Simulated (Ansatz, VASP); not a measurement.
# Cross-check of SiC (honeycomb SiC 6 layers, AA') between VASP and Ansatz

Aim: how closely do two programs agree when they are given the same cell, functional and k mesh? The structure shown is the start of the Ansatz relaxation below; VASP solves that cell, so the two are compared at the walk's first step.

Main program and level: Ansatz 0.2.0; plane waves, with VASP 6.6.1 beside it; single point at PBE with D3(BJ).

### 1. The starting structure

The cell holds 12 atoms: 6 C and 6 Si. Cell: a = 3.100 Å, b = 3.100 Å, c = 64.450 Å, α = 90.0°, β = 90.0°, γ = 120.0°. Vacuum lies along c.

### 2. Ansatz: relaxation, PBE with D3(BJ)

Ansatz runs on its default PAW (the set named soft_2) files.

The two programs are compared at the cell with which this relaxation starts, whose forces are those of its first step.

File input.yaml:

```yaml
crystal:
  lattice:
    - [3.1, 0.0, 0.0]
    - [-1.55, 2.6846787517, 0.0]
    - [0.0, 0.0, 64.4499999969]
  atoms:
    - { symbol: C, position: [0.6666666667, 0.3333333333, 0.3700543057] }
    - { symbol: Si, position: [0.3333333333, 0.6666666667, 0.3700543057] }
    - { symbol: C, position: [0.3333333333, 0.6666666667, 0.4220325834] }
    - { symbol: Si, position: [0.6666666667, 0.3333333333, 0.4220325834] }
    - { symbol: C, position: [0.6666666667, 0.3333333333, 0.4740108612] }
    - { symbol: Si, position: [0.3333333333, 0.6666666667, 0.4740108612] }
    - { symbol: C, position: [0.3333333333, 0.6666666667, 0.5259891388] }
    - { symbol: Si, position: [0.6666666667, 0.3333333333, 0.5259891388] }
    - { symbol: C, position: [0.6666666667, 0.3333333333, 0.5779674166] }
    - { symbol: Si, position: [0.3333333333, 0.6666666667, 0.5779674166] }
    - { symbol: C, position: [0.3333333333, 0.6666666667, 0.6299456943] }
    - { symbol: Si, position: [0.6666666667, 0.3333333333, 0.6299456943] }
  periodic: [true, true, false]
kpoints:
  mp_grid: { grid: [12, 12, 1] }
hamiltonian:
  xc: pbe
  dispersion: d3bj
scf:
  occupations: { method: fermi_dirac, width: 0.05 }
  convergence: { dr2_threshold: 1.0e-09 }
relax:
  f_tol: 0.004
  max_steps: 90
  cell: {}
output:
  write_potential: true
  write_density: true
  volumetric_format: npy
```

Started as:

```console
> ansatz run input.yaml --threads 2 --pin off --max-ram 4096MiB --backend cpu --events-out ev --progress --plain --runs-dir out
```

Numbers of over 12 decimals in the logs are rounded to 6 here.

Output:

```text
Warning: relax.cell: scf.convergence.dr2_threshold = 1e-9 eV is looser than the 1.67700235898e-10 eV advised for a relaxation that steers and ends on the stress (1e-10 eV for each atom of the cell: 12, times the square of relax.cell.stress_2d_tol = 0.05 N/m over 26.7 Å (the atoms' height at the walk's start and 5 Å past either face), 1.869e-2 GPa, over a crystal's default 0.05). What an SCF threshold leaves in a stress goes as its square root, and in the free energy as the threshold itself, and one threshold admits the most on a small cell: [figures from the program's tests cut] Set scf.convergence.dr2_threshold to 1.67700235898e-10 eV or tighter. [rest of the remark cut]
Engine: ansatz 0.2.0, x86_64-unknown-linux-gnu
Pseudopotentials: kind: paw
Pseudopotential: C, paw, valence charge 4, recommended cutoff 420 eV (normal), C.paw.azcp
Pseudopotential: Si, paw, valence charge 4, recommended cutoff 420 eV (normal), Si.paw.azcp
Functional definition: PBE
  parameter kappa = 0.804
  parameter beta = 0.066725
  exchange = pbe_x(kappa = kappa, mu = beta*pi^2/3)
  correlation = pbe_c(beta = beta)
Crystal: 12 atoms, lattice volume = 536.385 Å³
Basis set: ecut = 420 eV, 10427 PW (Γ), exchange–correlation on 48×48×864 points (8 copies of the dense FFT grid, shifted against one another)
Bands: 36, of which v1, the nominal top of the filled ones, is band 24 counted from 1 (23 counted from 0)
Symmetry: 12 space group operations
Space group: P-3m1 (ITA 164), of the structure as read, at distance tolerance 8.1e-5 Å
k-points: 19 of 144
Non-local potential: C, projectors of the file, l = 0: 2, l = 1: 2, l = 2: 1
Non-local potential: Si, projectors of the file, l = 0: 2, l = 1: 2, l = 2: 2
PAW form: soft (Blöchl's): semilocal exchange-correlation on the pseudo side does not see the compensation charge
PAW one-centre angular grid: C, 110 points (default); XC on 64 Gauss nodes
PAW one-centre angular grid: Si, 110 points (default); XC on 64 Gauss nodes
Initial density: superposition of atomic densities (neutral atoms: chi_scale 0, normalization atom), corrected by the library's trained network
Initial wavefunctions: pseudopotential atomic-orbital guess
Functional: x = pbe(κ = 0.804, μ = 0.219515), c = pbe(β = 0.066725)
SCF iter   1: F=—  HF=-5319.809590 eV  |F-HF|=—  |Δ(HF+E_count)|=         —  Δρ=1.70e-3  dr2=2.30e-2  ethr=1.77e-3  ⟨swp⟩=17.1  Hψ=6489  notcnv=0  defer=13
preconditioner: auto → Resta (q_TF=auto, 1.825 Å⁻¹)  ε∞=2.1  [insulator: Δε(μ)=2.022 eV  Ē_g=10.381 eV  σ=0.050 eV  W_gap=1.00  n_scr=36 (ndim 8)  ℏωp=11.1 eV  f_vac=0.670  D(μ)=0.00/eV (n_scr^D=0)  ε∞_Penn≈2.1  vacuum switching on, ρ_ref=7.8e-3 e/Å³]
SCF iter   2: F=—  HF=-5319.808756 eV  |F-HF|=—  |Δ(HF+E_count)|=   8.34e-4  Δρ=7.90e-4  dr2=4.23e-3  ethr=4.79e-5  ⟨swp⟩=3.7  Hψ=1752  notcnv=0  defer=101
SCF iter   3: F=—  HF=-5319.809372 eV  |F-HF|=—  |Δ(HF+E_count)|=   6.16e-4  Δρ=3.66e-4  dr2=1.32e-3  ethr=8.82e-6  ⟨swp⟩=2.9  Hψ=1057  notcnv=0  defer=101
SCF iter   4: F=—  HF=-5319.809703 eV  |F-HF|=—  |Δ(HF+E_count)|=   3.31e-4  Δρ=1.34e-4  dr2=7.01e-4  ethr=2.74e-6  ⟨swp⟩=3.8  Hψ=1323  notcnv=0  defer=101
SCF iter   5: F=—  HF=-5319.809606 eV  |F-HF|=—  |Δ(HF+E_count)|=   9.73e-5  Δρ=3.43e-5  dr2=5.68e-6  ethr=1.46e-6  ⟨swp⟩=2.7  Hψ=928  notcnv=0  defer=101
SCF iter   6: F=—  HF=-5319.809629 eV  |F-HF|=—  |Δ(HF+E_count)|=   2.33e-5  Δρ=1.39e-5  dr2=2.29e-6  ethr=1.18e-8  ⟨swp⟩=3.5  Hψ=1511  notcnv=0  defer=101
SCF iter   7: F=—  HF=-5319.809751 eV  |F-HF|=—  |Δ(HF+E_count)|=   1.22e-4  Δρ=3.64e-6  dr2=1.67e-7  ethr=4.76e-9  ⟨swp⟩=3.1  Hψ=1182  notcnv=0  defer=107
SCF iter   8: F=—  HF=-5319.809751 eV  |F-HF|=—  |Δ(HF+E_count)|=   4.66e-9  Δρ=1.18e-6  dr2=7.14e-9  ethr=3.47e-10  ⟨swp⟩=3.2  Hψ=1308  notcnv=0  defer=107
SCF iter   9: F=-5319.809751 eV  HF=-5319.809751 eV  |F-HF|=3.86e-10  |Δ(HF+E_count)|=   9.71e-9  Δρ=3.81e-7  dr2=9.23e-10  ethr=2.08e-12  ⟨swp⟩=11.9  Hψ=5327  notcnv=0
SCF 1 converged in 9 iterations: F = -5319.809751 eV  dr2 = 9.23e-10
  greatest PAW one-centre occupation: 0.652 electrons in one spin orbital (limit 2), on the C atom at site 6 (counted from 0), in its partial waves of l = 0
relax step   1: F+E_penalty+E_count = -5319.80975132 eV  Δ(F+E_penalty+E_count) = +0.000e0 eV  max|allowed force component| = 2.457e-1 eV/Å  Δτ_max = 0.0000 Å  P = -4.405 N/m  Ω = 536.385 Å³  fix = [c, alpha, beta]  reactions: c -0.000 N/m  (9 SCF iters, accepted)
[...]
SCF iter   2: F=—  HF=-5320.658117 eV  |F-HF|=—  |Δ(HF+E_count)|=   1.74e-5  Δρ=1.69e-6  dr2=5.43e-8  ethr=6.42e-11  ⟨swp⟩=6.2  Hψ=2705  notcnv=0
SCF iter   3: F=—  HF=-5320.658118 eV  |F-HF|=—  |Δ(HF+E_count)|=   6.33e-7  Δρ=1.14e-6  dr2=5.85e-9  ethr=6.42e-11  ⟨swp⟩=2.3  Hψ=870  notcnv=0
SCF iter   4: F=—  HF=-5320.658118 eV  |F-HF|=—  |Δ(HF+E_count)|=   1.70e-7  Δρ=8.32e-7  dr2=3.50e-9  ethr=1.22e-11  ⟨swp⟩=2.9  Hψ=1195  notcnv=0
iter 5 met the thresholds in force, and the SCF goes on: an eigenvalue changes by 1.49 meV, over its tolerance of 1.08 meV (output.eigenvalues, Limitations)
SCF iter   5: F=-5320.658119 eV  HF=-5320.658119 eV  |F-HF|=2.70e-7  |Δ(HF+E_count)|=   1.01e-6  Δρ=3.61e-7  dr2=6.22e-10  ethr=2.08e-12  ⟨swp⟩=21.6  Hψ=7066  notcnv=0
SCF iter   6: F=-5320.658119 eV  HF=-5320.658119 eV  |F-HF|=1.52e-9  |Δ(HF+E_count)|=   2.69e-7  Δρ=8.39e-8  dr2=6.30e-11  ethr=1.30e-12  ⟨swp⟩=13.9  Hψ=5536  notcnv=0
SCF 25 converged in 6 iterations: F = -5320.658119 eV  dr2 = 6.30e-11
relax step  25: F+E_penalty+E_count = -5320.65811936 eV  Δ(F+E_penalty+E_count) = -6.647e-5 eV  max|allowed force component| = 6.593e-4 eV/Å  Δτ_max = 0.0000 Å  P = +0.003 N/m  Ω = 549.932 Å³  fix = [c, alpha, beta]  reactions: c +0.000 N/m  stress off target by 3.24e-3 N/m on what of the cell is left free  SCF on the basis re-selected at this cell (its energy is not comparable with the rows above)  (6 SCF iters)
basis re-selected at this cell: Δ(F+E_penalty+E_count) = -6.647e-5 eV, ΔP = +0.001 N/m vs the last step (what re-selecting the basis moved, of the pressure what is left beyond the Pulay correction that the steps carried, after the strain that the cell walked since its last selection, with what the two solves' SCF thresholds leave and, on support functions, any second-order correction that the steps lacked; it is no m [...]
WARN: The output density's exchange-correlation potential varies sharply where the density is thin. Do not read a vacuum level from v_tot or v_xc, or from such a field of the output density. On a cell that repeats whose density bears no net charge and no dipole along the vacuum's axis use v_es (v_loc + v_h of the components); under efield.dipole_correction with no amplitude use v_es + v_field, which holds any externa [...]
SCF converged after 6 iterations
an eigenvalue changed by more than its tolerance at an iteration that met the thresholds in force, so the SCF went on 1 time: the last check found none over its tolerance
Free energy (F): -5320.658119 eV
Harris-Foulkes:  -5320.658119 eV  (|F-HF|=1.52e-9)
Internal energy: -5320.658115 eV  (E = F + TS)
E sigma→0 (E₀):  -5320.658117 eV
Entropy (-TS):   -0.000004 eV (-0.000 meV/atom)
Fermi energy:    -4.020475 eV
--- Per-component energies (eV) ---
  E_band       = -556.324493
  E_kinetic    = 811.392387
  E_local      = -273425.124042  (includes V_loc(G=0)·N_el)
  E_nonlocal   = 310.308284
  E_hartree    = 136227.294155
  E_xc         = -630.578919
  E_vxc        = -652.810531  (∫ρ·V_xc dr)
  E_paw        = -3671.826055  (= ΣΔE_a)
  E_vpaw       = -54.677753  (= ΣTr[D̂ρ^β])
  E_aug_tail   = 0.000080  (compensation charges beyond the density's cutoff)
  E_ewald      = 135061.010701
  E_disp       = -3.134707  (pairwise vdW)
  E_smearing   = -0.000004  (= −TS)
  E_closure    = 0.000000  (closes the sum)
  Σ components = -5320.658119   (vs F -5320.658119, Δ=0.00e0)
--- Forces (eV/Å), atoms counted from 1 ---
  atom   1  C     -0.00000000     0.00000000     0.00016606
  atom   2  Si     0.00000000    -0.00000000    -0.00030210
  atom   3  C      0.00000000     0.00000000    -0.00023568
  atom   4  Si     0.00000000     0.00000000     0.00065931
  atom   5  C     -0.00000000     0.00000000     0.00053989
  atom   6  Si    -0.00000000    -0.00000000     0.00031852
  atom   7  C     -0.00000000    -0.00000000    -0.00053989
  atom   8  Si     0.00000000     0.00000000    -0.00031852
  atom   9  C      0.00000000    -0.00000000     0.00023568
  atom  10  Si    -0.00000000    -0.00000000    -0.00065931
  atom  11  C      0.00000000    -0.00000000    -0.00016606
  atom  12  Si     0.00000000     0.00000000     0.00030210
  max |Σ_I F_I| component: 1.30e-16 eV/Å
--- 2D stress c σ (N/m, compression-positive) ---
        0.003237       0.000000      -0.000000
       -0.000000       0.003237      -0.000000
       -0.000000      -0.000000       0.000000
  P = ½ c Tr σ = 0.0032 N/m
--- Band table (eV; the first three rows and the last of 19) ---
  k-point 0: bands = [... 20 lower, -6.6240, -6.6240, -6.1215, -4.7342, -1.6427, -1.5553, -0.8882, -0.8479, ... 8 higher]
  k-point 1: bands = [... 20 lower, -6.7693, -6.7061, -5.8876, -4.6406, -1.3261, -1.2601, -0.7267, -0.7008, ... 8 higher]
  k-point 2: bands = [... 20 lower, -7.0189, -6.9401, -5.6127, -4.5814, -1.5199, -1.4211, -0.8498, -0.6089, ... 8 higher]
  k-point 18: bands = [... 20 lower, -7.2572, -7.2572, -5.9646, -5.9646, -1.7530, -1.7530, -1.3773, -0.6834, ... 8 higher]
  the weakly bound empty levels are not read free of the cell's end (no_gap_told)
--- Relaxed structure (23 steps of the walk, 21 accepted, 2 SCFs on fresh bases) ---
  F+E_penalty+E_count = -5320.65811936 eV   max|allowed force component| = 6.593e-4 eV/Å   (the final SCF, on the basis selected at the relaxed cell)
  cell:  # Å, volume = 549.9321 Å³
    - [3.138902, 0, 0]
    - [-1.569451, 2.718369, 0]
    - [0, 0, 64.4499999969]
  atoms:
    - { symbol: C, position: [0.666667, 0.333333, 0.403821] }
    - { symbol: Si, position: [0.333333, 0.666667, 0.406080] }
    - { symbol: C, position: [0.333333, 0.666667, 0.440014] }
    - { symbol: Si, position: [0.666667, 0.333333, 0.438718] }
    - { symbol: C, position: [0.666667, 0.333333, 0.479964] }
    - { symbol: Si, position: [0.333333, 0.666667, 0.480237] }
    - { symbol: C, position: [0.333333, 0.666667, 0.520036] }
    - { symbol: Si, position: [0.666667, 0.333333, 0.519763] }
    - { symbol: C, position: [0.666667, 0.333333, 0.559986] }
    - { symbol: Si, position: [0.333333, 0.666667, 0.561282] }
    - { symbol: C, position: [0.333333, 0.666667, 0.596179] }
    - { symbol: Si, position: [0.666667, 0.333333, 0.593920] }
```

[end of part 1 of 2]

[Lines on the potential files, build, host, timing and source positions are cut from VASP's logs without a mark.]

[Logs are printed without paths, hosts, clocks, repeated set-up lines and the standing remarks that a program may print on its own settings, such as how far it seeks lower states.]

[Hosts, paths, dates, database ids (printed as entryN), source tags and the programs' standing remarks are cut or masked in the printed files.]
